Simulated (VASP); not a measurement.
# CdTe (F-43m) in VASP: a series of runs

CdTe is run at these levels: PBEsol; tasks: single point.

Everything below comes from runs of VASP 6.6.1. Logs are shortened: lines on timing, memory, paths and dates and some standing lists are left out, and cuts for length are marked.

**The experiment to reproduce.**

A printed reference work, data compilation reports, for a bulk crystal of CdTe at 0 K: band gap 1.607 eV.

The runs below are set against these values where they give the same quantity.

## 1. The cell of the first run

The structure is cubic, space group F-43m (No. 216). The conventional cell has a = 6.024 Å, b = 6.024 Å, c = 6.024 Å, α = 90.00°, β = 90.00°, γ = 90.00°. Cd (site symmetry -43m) has 4 Te at 2.61 Å within 3.4 Å. Within 3.4 Å of Te (site symmetry -43m) lie 4 Cd at 2.61 Å.

## 2. Single point, PBEsol (volume scaled by 0.800)

File INCAR:

```
PREC = Accurate ; ENCUT = 520
EDIFF = 1E-6 ; ISMEAR = 0
SIGMA = 0.05 ; LREAL = False
LASPH = True ; NELM = 60
ALGO = Normal ; ISIF = 2
LWAVE = False ; LCHARG = False
GGA = PS ; NBANDS = 16
```

File KPOINTS:

```
regular mesh
0
Gamma
  10 10 10
```

File POSCAR:

```
CdTe
1.0
    0.0000000000      3.0119294258      3.0119294258
    3.0119294258      0.0000000000      3.0119294258
    3.0119294258      3.0119294258      0.0000000000
Cd Te
1 1
Direct
    0.0000000000      0.0000000000      0.0000000000
    0.2500000000      0.2500000000      0.2500000000
```

Potentials or basis: VASP PAW PBE potentials, release 64 (Cd, Te).

Run with:

```
$ cat potpaw_PBE.64/Cd/POTCAR potpaw_PBE.64/Te/POTCAR > POTCAR
$ mpirun -np 1 vasp_std > vasp.out
```

OUTCAR:

```text
PREC = Accurate
   ENCUT = 520
   EDIFF = 1E-6
   ISMEAR = 0
   LREAL = False
   LASPH = True
   NELM = 60
   ISIF = 2
   GGA = PS

 ion  position               nearest neighbor table
   1  0.000  0.000  0.000-   2 2.61   2 2.61   2 2.61   2 2.61
   2  0.250  0.250  0.250-   1 2.61   1 2.61   1 2.61   1 2.61

  LATTYP: Found a face centered cubic cell.
 ALAT       =     6.0238588516

  Lattice vectors:

 A1 = (   0.0000000000,   3.0119294258,   3.0119294258)
 A2 = (   3.0119294258,   0.0000000000,   3.0119294258)
 A3 = (   3.0119294258,   3.0119294258,   0.0000000000)

Analysis of symmetry for initial positions (statically):
=====================================================================
 Subroutine PRICEL returns:
 Original cell was already a primitive cell.

 Routine SETGRP: Setting up the symmetry group for a
 face centered cubic supercell.

 Subroutine GETGRP returns: Found 24 space group operations
 (whereof 24 operations were pure point group operations)
 out of a pool of 48 trial point group operations.

The static configuration has the point symmetry T_d .

Analysis of symmetry for dynamics (positions and initial velocities):
=====================================================================
 Subroutine PRICEL returns:
 Original cell was already a primitive cell.

 Routine SETGRP: Setting up the symmetry group for a
 face centered cubic supercell.

 Subroutine GETGRP returns: Found 24 space group operations
 (whereof 24 operations were pure point group operations)
 out of a pool of 48 trial point group operations.

The dynamic configuration has the point symmetry T_d .

 Subroutine INISYM returns: Found 24 space group operations
 (whereof 24 operations are pure point group operations),
 and found     1 'primitive' translations

----------------------------------------------------------------------------------------

                                     Primitive cell

  volume of cell :      54.6468

  direct lattice vectors                    reciprocal lattice vectors
     0.000000000  3.011929426  3.011929426    -0.166006546  0.166006546  0.166006546
     3.011929426  0.000000000  3.011929426     0.166006546 -0.166006546  0.166006546
     3.011929426  3.011929426  0.000000000     0.166006546  0.166006546 -0.166006546

  length of vectors
     4.259511443  4.259511443  4.259511443     0.287531772  0.287531772  0.287531772

  position of ions in fractional coordinates (direct lattice)
     0.000000000  0.000000000  0.000000000
     0.250000000  0.250000000  0.250000000

  ion indices of the primitive-cell ions
   primitive index   ion index
                 1           1
                 2           2

----------------------------------------------------------------------------------------

 KPOINTS: regular mesh

Automatic generation of k-mesh.
 Grid dimensions read from file:
 generate k-points for:   10   10   10

 Generating k-lattice:

  Cartesian coordinates                     Fractional coordinates (reciprocal lattice)
    -0.016600655  0.016600655  0.016600655     0.100000000  0.000000000  0.000000000
     0.016600655 -0.016600655  0.016600655     0.000000000  0.100000000  0.000000000
     0.016600655  0.016600655 -0.016600655     0.000000000  0.000000000  0.100000000

  Length of vectors
     0.028753177  0.028753177  0.028753177

  Shift w.r.t. Gamma in fractional coordinates (k-lattice)
     0.000000000  0.000000000  0.000000000

 Subroutine IBZKPT returns following result:
 ===========================================

 Found     47 irreducible k-points:

 Following reciprocal coordinates:
            Coordinates               Weight
  0.000000  0.000000  0.000000      1.000000
  0.100000  0.000000  0.000000      8.000000
  0.200000  0.000000  0.000000      8.000000
  0.300000  0.000000  0.000000      8.000000
  0.400000  0.000000  0.000000      8.000000
  0.500000  0.000000  0.000000      4.000000
[... 16 lines left out ...]
  0.300000  0.300000  0.000000      6.000000
  0.400000  0.300000  0.000000     24.000000
 [... further k-points ...]
   k-points           NKPTS =     47   k-points in BZ     NKDIM =     47   number of bands    NBANDS=     16
   number of dos      NEDOS =    301   number of ions     NIONS =      2
   total plane-waves  NPLWV =  32768
   dimension x,y,z NGX =    32 NGY =   32 NGZ =   32
   dimension x,y,z NGXF=    64 NGYF=   64 NGZF=   64
   ions per type =               1   1
   NGX,Y,Z   is equivalent  to a cutoff of  12.49, 12.49, 12.49 a.u.
   NGXF,Y,Z  is equivalent  to a cutoff of  24.98, 24.98, 24.98 a.u.
 SYSTEM =  unknown system
   PREC   = accura    normal or accurate (medium, high low for compatibility)
   ISTART =      0    job   : 0-new  1-cont  2-samecut
   ICHARG =      2    charge: 1-file 2-atom 10-const
   ISPIN  =      1    spin polarized calculation?
   LNONCOLLINEAR =      F non collinear calculations
   LSORBIT =      F    spin-orbit coupling
   LASPH  =      T    aspherical Exc in radial PAW
   ENCUT  =  520.0 eV  38.22 Ry    6.18 a.u.   7.92  7.92  7.92*2*pi/ulx,y,z
   NELM   =     60;   NELMIN=  2; NELMDL= -5     # of ELM steps
   EDIFF  = 0.1E-05   stopping-criterion for ELM
   LREAL  =      F    real-space projection
   EDIFFG = 0.1E-04   stopping-criterion for IOM
   NSW    =      0    number of steps for IOM
   IBRION =     -1    ionic relax: 0-MD 1-quasi-New 2-CG
   NFREE  =      0    steps in history (QN), initial steepest desc. (CG)
   ISIF   =      2    stress and relaxation
   ISYM   =      2    0-nonsym 1-usesym 2-fastsym
   POTIM  = 0.5000    time-step for ionic-motion
   TEBEG  =    0.0;   TEEND  =   0.0 temperature during run
   PSTRESS=    0.0 pullay stress
   NELECT =      18.0000    total number of electrons
   NUPDOWN=      -1.0000    fix difference up-down
   EMIN   =  10.00;   EMAX   =-10.00  energy-range for DOS
   EFERMI =   0.00;   METHOD = LEGACY
   ISMEAR =     0;   SIGMA  =   0.05  broadening in eV -4-tet -1-fermi 0-gaus
   EFERMI_NEDOS =   21; number of points for ismear=-14 and -15
   IALGO  =     38    algorithm
   IMIX   =      4    mixing-type and parameters
     AMIX     =   0.40;   BMIX     =  1.00
     AMIX_MAG =   1.60;   BMIX_MAG =  1.00
  volume/ion in A,a.u.               =      27.32       184.39
  Fermi-wavevector in a.u.,A,eV,Ry     =   1.130605  2.136534 17.391885  1.278268
  Thomas-Fermi vector in A             =   2.267302
   LORBIT       =      0    0 simple, 1 ext, 2 COOP (PROOUT), +10 PAW based schemes
   GGA     = PS    functional components
   LHFCALC =     F    Hartree Fock is set to
   AEXX    =    0.0000 exact exchange contribution
   IVDW    =     0    specifies the selected vdW correction
   LEPSILON=     F    determine dielectric tensor
   LRPA    =     F    only Hartree local field effects (RPA)
 non-spin polarized calculation
 Gauss-broadening in eV      SIGMA  =   0.05
  energy-cutoff  :      520.00
  volume of cell :       54.65
 maximum number of plane-waves:      1488
   NGX = 15   NGY = 15   NGZ = 15

 number of electron      17.9999993 magnetization

 Free energy of the ion-electron system (eV)
  ---------------------------------------------------
  ext. energy  EPLUGINS =         0.00000000
  ---------------------------------------------------
  free energy    TOTEN  =        -4.92595931 eV

  energy without entropy =       -4.92595931  energy(sigma->0) =       -4.92595931

 E-fermi :   4.7733     XC(G=0):  -9.7904

 val. band max:        4.5215101926   @ k =   0.0000   0.0000   0.0000
 cond. band min:       5.8566329656   @ k =   0.0000   0.0000   0.0000
 fundamental gap:      1.3351227730
 Fermi energy:         4.7732830547

 k-point     1 :       0.0000    0.0000    0.0000
  band No.  band energies     occupation
      1      -8.2359      2.00000
      2      -4.7979      2.00000
      3      -4.7979      2.00000
      4      -4.7979      2.00000
      5      -4.3317      2.00000
      6      -4.3317      2.00000
[... 8 lines left out ...]
     15      14.2330      0.00000
     16      14.2330      0.00000

 k-point     2 :       0.1000    0.0000    0.0000
  band No.  band energies     occupation
      1      -8.1751      2.00000
      2      -4.7848      2.00000
      3      -4.7848      2.00000
      4      -4.7669      2.00000
      5      -4.3335      2.00000
      6      -4.3335      2.00000
[... 8 lines left out ...]
     15      13.3386      0.00000
     16      13.3386      0.00000

 k-point     3 :       0.2000    0.0000    0.0000
  band No.  band energies     occupation
      1      -8.0134      2.00000
      2      -4.7522      2.00000
      3      -4.7522      2.00000
      4      -4.6530      2.00000
      5      -4.3357      2.00000
      6      -4.3357      2.00000
[... 8 lines left out ...]
     15      12.8946      0.00000
     16      12.8946      0.00000

 k-point     4 :       0.3000    0.0000    0.0000
  band No.  band energies     occupation
      1      -7.8112      2.00000
      2      -4.7168      2.00000
      3      -4.7168      2.00000
      4      -4.4081      2.00000
      5      -4.3318      2.00000
      6      -4.3318      2.00000
[... 8 lines left out ...]
     15      13.2555      0.00000
     16      13.2555      0.00000
[... 324 lines left out ...]
 k-point    22 :      -0.2000    0.2000    0.0000
  band No.  band energies     occupation
      1      -7.7436      2.00000
      2      -4.6972      2.00000
      3      -4.6821      2.00000
      4      -4.4204      2.00000
      5      -4.3560      2.00000
      6      -4.2460      2.00000
[... 8 lines left out ...]
     15      14.5656      0.00000
     16      15.2666      0.00000

 k-point    23 :       0.3000    0.3000    0.0000
  band No.  band energies     occupation
      1      -7.6746      2.00000
      2      -4.6095      2.00000
      3      -4.6095      2.00000
      4      -4.5851      2.00000
      5      -4.2972      2.00000
      6      -4.2282      2.00000
[... 8 lines left out ...]
     15      14.9623      0.00000
     16      16.9040      0.00000

 k-point    24 :       0.4000    0.3000    0.0000
  band No.  band energies     occupation
      1      -7.5502      2.00000
      2      -4.6098      2.00000
      3      -4.5707      2.00000
      4      -4.5186      2.00000
      5      -4.2926      2.00000
      6      -4.0130      2.00000
[... 8 lines left out ...]
     15      15.4736      0.00000
     16      16.8180      0.00000

 [... further k-points ...]

------------------------ aborting loop because EDIFF is reached ----------------------------------------

  FORCE on cell =-STRESS in cart. coord.  units (eV):
  Direction    XX          YY          ZZ          XY          YZ          ZX
  --------------------------------------------------------------------------------------
  -------------------------------------------------------------------------------------
  Total        5.5084469      5.5084469      5.5084469     -0.0000000     -0.0000000      0.0000000
  in kB      161.5010607    161.5010607    161.5010607     -0.0000000     -0.0000000      0.0000000
  external PRESSURE =     161.5010607 kB  Pullay stress =       0.0000000 kB

 VOLUME and BASIS-vectors are now :
 -----------------------------------------------------------------------------
  energy-cutoff  :      520.00
  volume of cell :       54.65
      direct lattice vectors                 reciprocal lattice vectors
     0.000000000  3.011929426  3.011929426    -0.166006546  0.166006546  0.166006546
     3.011929426  0.000000000  3.011929426     0.166006546 -0.166006546  0.166006546
     3.011929426  3.011929426  0.000000000     0.166006546  0.166006546 -0.166006546

 POSITION                                       TOTAL-FORCE (eV/Angst)
 -----------------------------------------------------------------------------------
      0.00000      0.00000      0.00000         0.000000      0.000000      0.000000
      1.50596      1.50596      1.50596        -0.000000     -0.000000     -0.000000
 -----------------------------------------------------------------------------------
    total drift:                               -0.000000     -0.000000     -0.000000

  FREE ENERGIE OF THE ION-ELECTRON SYSTEM (eV)
  ---------------------------------------------------
  free  energy   TOTEN  =        -4.9259593105 eV

  energy  without entropy=       -4.9259593105  energy(sigma->0) =       -4.92595931
```

It took 33 s on 1 thread of Intel Xeon Platinum 8259CL at 2.50GHz (Skylake/Cascade Lake), shared host; peak memory 0.19 GiB.

What came out:

```
Free energy            : -4.9260 eV
Pressure               : 16.2 GPa
Band gap on the k mesh : 1.34 eV, direct
```

Caveat: the PAW data sets were made with another functional, which shifts forces and pressure a little; spin-orbit coupling is left out, which moves the levels of the heavy elements.

## 3. Single point, PBEsol (volume scaled by 0.840)

File INCAR:

```
SYSTEM = CdTe
PREC = Accurate ; ENCUT = 520
EDIFF = 1E-6 ; ISMEAR = 0
SIGMA = 0.05 ; LREAL = .FALSE.
LASPH = .TRUE. ; NELM = 60
ALGO = Normal ; ISIF = 2
LWAVE = .FALSE. ; LCHARG = .TRUE.
GGA = PS ; LELF = .TRUE.
LVHAR = .TRUE. ; NBANDS = 16
```

File KPOINTS:

```
Automatic mesh
0
G
  10 10 10
  0 0 0
```

File POSCAR:

```
CdTe
1.0
    0.0000000000      3.0613140953      3.0613140953
    3.0613140953      0.0000000000      3.0613140953
    3.0613140953      3.0613140953      0.0000000000
Cd Te
1 1
Direct
    0.0000000000      0.0000000000      0.0000000000
    0.2500000000      0.2500000000      0.2500000000
```

Potentials or basis: VASP PAW PBE potentials, release 64 (Cd, Te).

Run with:

```
$ cat potpaw_PBE.64/Cd/POTCAR potpaw_PBE.64/Te/POTCAR > POTCAR
$ mpirun -np 1 vasp_std > vasp.out
```

OUTCAR:

```text
SYSTEM = CdTe
   PREC = Accurate
   ENCUT = 520
   EDIFF = 1E-6
   ISMEAR = 0
   LREAL = .FALSE.
   LASPH = .TRUE.
   NELM = 60
   ISIF = 2
   GGA = PS

 ion  position               nearest neighbor table
   1  0.000  0.000  0.000-   2 2.65   2 2.65   2 2.65   2 2.65
   2  0.250  0.250  0.250-   1 2.65   1 2.65   1 2.65   1 2.65

  LATTYP: Found a face centered cubic cell.
 ALAT       =     6.1226281906

  Lattice vectors:

 A1 = (   0.0000000000,   3.0613140953,   3.0613140953)
 A2 = (   3.0613140953,   0.0000000000,   3.0613140953)
 A3 = (   3.0613140953,   3.0613140953,   0.0000000000)
[... 624 lines left out ...]
      4      -4.8227      2.00000
      5      -4.6293      2.00000
      6      -4.3592      2.00000
[... 8 lines left out ...]
     15      14.8086      0.00000
     16      16.1281      0.00000

 [... further k-points ...]
[... 5 lines left out ...]
  --------------------------------------------------------------------------------------
  -------------------------------------------------------------------------------------
  Total        4.0393567      4.0393567      4.0393567      0.0000000     -0.0000000      0.0000000
  in kB      112.7896174    112.7896174    112.7896174      0.0000000     -0.0000000      0.0000000
  external PRESSURE =     112.7896174 kB  Pullay stress =       0.0000000 kB

 VOLUME and BASIS-vectors are now :
 -----------------------------------------------------------------------------
  energy-cutoff  :      520.00
  volume of cell :       57.38
      direct lattice vectors                 reciprocal lattice vectors
     0.000000000  3.061314095  3.061314095    -0.163328553  0.163328553  0.163328553
     3.061314095  0.000000000  3.061314095     0.163328553 -0.163328553  0.163328553
     3.061314095  3.061314095  0.000000000     0.163328553  0.163328553 -0.163328553

 POSITION                                       TOTAL-FORCE (eV/Angst)
 -----------------------------------------------------------------------------------
      0.00000      0.00000      0.00000         0.000000      0.000000      0.000000
      1.53066      1.53066      1.53066        -0.000000     -0.000000     -0.000000
 -----------------------------------------------------------------------------------
    total drift:                               -0.000000     -0.000000     -0.000000

  FREE ENERGIE OF THE ION-ELECTRON SYSTEM (eV)
  ---------------------------------------------------
  free  energy   TOTEN  =        -5.1582566548 eV

  energy  without entropy=       -5.1582566548  energy(sigma->0) =       -5.15825665
```

OSZICAR:

```text
N       E                     dE             d eps       ncg     rms          rms(c)
DAV:   1     0.101718571691E+03    0.10172E+03   -0.85565E+03  1528   0.997E+02
DAV:   2    -0.203135797691E+01   -0.10375E+03   -0.98549E+02  1776   0.242E+02
DAV:   3    -0.539908765013E+01   -0.33677E+01   -0.33625E+01  1856   0.452E+01
DAV:   4    -0.542784670760E+01   -0.28759E-01   -0.28757E-01  2208   0.370E+00
DAV:   5    -0.542796477821E+01   -0.11807E-03   -0.11807E-03  1912   0.187E-01    0.801E+00
DAV:   6    -0.518086655101E+01    0.24710E+00   -0.45099E-01  1856   0.976E+00    0.621E+00
DAV:   7    -0.515934447428E+01    0.21522E-01   -0.12944E-01  1816   0.252E+00    0.218E+00
DAV:   8    -0.515829220407E+01    0.10523E-02   -0.13812E-02  1640   0.144E+00    0.602E-01
DAV:   9    -0.515822980599E+01    0.62398E-04   -0.78930E-04  1856   0.333E-01    0.183E-01
DAV:  10    -0.515824449171E+01   -0.14686E-04   -0.10878E-04  1832   0.886E-02    0.631E-02
DAV:  11    -0.515825873991E+01   -0.14248E-04   -0.38498E-05  1824   0.561E-02    0.367E-02
DAV:  12    -0.515825687313E+01    0.18668E-05   -0.37119E-06  1648   0.210E-02    0.173E-02
DAV:  13    -0.515825665476E+01    0.21836E-06   -0.31769E-06  1800   0.121E-02
   1 F= -.51582567E+01 E0= -.51582567E+01  d E =-.115605E-14
```

Wall time 35 s (1 thread of Intel Xeon Platinum 8259CL at 2.50GHz (Skylake/Cascade Lake), shared host); peak memory 0.2 GiB.

What came out:

| Quantity | Value |
| --- | --- |
| Free energy | -5.1583 eV |
| Pressure | 11.3 GPa |
| Band gap on the k mesh | 1.18 eV, direct |

Levels at points of the mesh, in eV from the valence-band top:
```
           k point  band 5  band 6  band 7  band 8  band 9  band 10  band 11  band 12  band 13  band 14
(0.00, 0.00, 0.00)   -8.61   -8.61    0.00    0.00    0.00     1.18     4.37     4.37     4.37     7.48
(0.50, 0.00, 0.00)   -8.60   -8.11   -5.59   -1.08   -1.08     1.87     5.00     5.00     6.86     9.27
(0.50, 0.50, 0.00)   -8.57   -7.91   -5.27   -2.56   -2.56     2.05     2.45     9.75     9.94     9.94
```

Caveat: the PAW data sets were made with another functional, which shifts forces and pressure a little; spin-orbit coupling is left out, which moves the levels of the heavy elements.

## 4. Single point, PBEsol (volume scaled by 0.920)

File INCAR:

```
PREC = Accurate ; ENCUT = 520
EDIFF = 1E-7 ; ISMEAR = 0
SIGMA = 0.05 ; LREAL = F
LASPH = T ; NELM = 80
ALGO = Normal ; ISIF = 2
LWAVE = F ; LCHARG = F
GGA = PS ; NBANDS = 16
```

File KPOINTS:

```
regular mesh
0
Gamma
  10 10 10
```

File POSCAR:

```
CdTe
1.0
    0.0000000000      3.1555669943      3.1555669943
    3.1555669943      0.0000000000      3.1555669943
    3.1555669943      3.1555669943      0.0000000000
Cd Te
1 1
Direct
    0.0000000000      0.0000000000      0.0000000000
    0.2500000000      0.2500000000      0.2500000000
```

Run with:

```
$ cat potpaw_PBE.64/Cd/POTCAR potpaw_PBE.64/Te/POTCAR > POTCAR
$ mpirun -np 1 vasp_std > vasp.out
```

It took 54 s on 1 thread of Intel Xeon Platinum 8259CL at 2.50GHz (Skylake/Cascade Lake), shared host; peak memory 0.23 GiB.

It converged, with:

- Free energy: -5.4173 eV
- Pressure: 4.4 GPa
- Band gap on the k mesh: 0.90 eV, direct

Levels at points of the mesh, in eV from the valence-band top:
```csv
k point,band 5,band 6,band 7,band 8,band 9,band 10,band 11,band 12,band 13,band 14
"(0.00, 0.00, 0.00)",-8.24,-8.24,0.00,0.00,0.00,0.90,4.48,4.48,4.48,7.39
"(0.50, 0.00, 0.00)",-8.23,-7.83,-4.96,-0.91,-0.91,1.80,5.09,5.09,6.94,8.85
"(0.50, 0.50, 0.00)",-8.20,-7.66,-4.76,-2.18,-2.18,2.30,2.55,9.18,9.48,9.48
```

Caveat: the PAW data sets were made with another functional, which shifts forces and pressure a little; spin-orbit coupling is left out, which moves the levels of the heavy elements.

(Part 1 of 2 ends here.)
